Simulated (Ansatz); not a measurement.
# MgSi in Ansatz: the effect of functional

MgSi:

```
Si Mg
1.0
     2.92766    0.00000    0.00000
     0.00000    2.92766    0.00000
     0.00000    0.00000    4.13060
Si Mg
1 1
Direct
  0.50000 0.50000 0.50000
  0.00000 0.00000 0.00000
```

The cell comes from a database or a generator and needn't be the stable form of this composition.

The cell isn't the ideal one: volume scaled by 1.02.

Alike in all runs:

- Program: Ansatz 0.2.0
- Task: single point
- Potentials or basis: Ansatz PAW
- k mesh: 9 × 9 × 7
- Occupations: fermi-dirac, width 0.05 eV
- Spin: no spin polarisation

```tsv
functional	cutoff	pressure (GPa)
LDA	420 eV (not typed: the program's choice for these potentials)	?
PBEsol	420 eV (not typed: the program's choice for these potentials)	-2.6
r2SCAN	500 eV (not typed: the program's choice for these potentials)	-2.4
```

Q: What does the run with functional LDA give?

A: Pressure -4.3 GPa.

Caveats: the PAW data sets come from PBE, with cores solved anew for the run's functional, which leaves a small shift of forces and pressure.
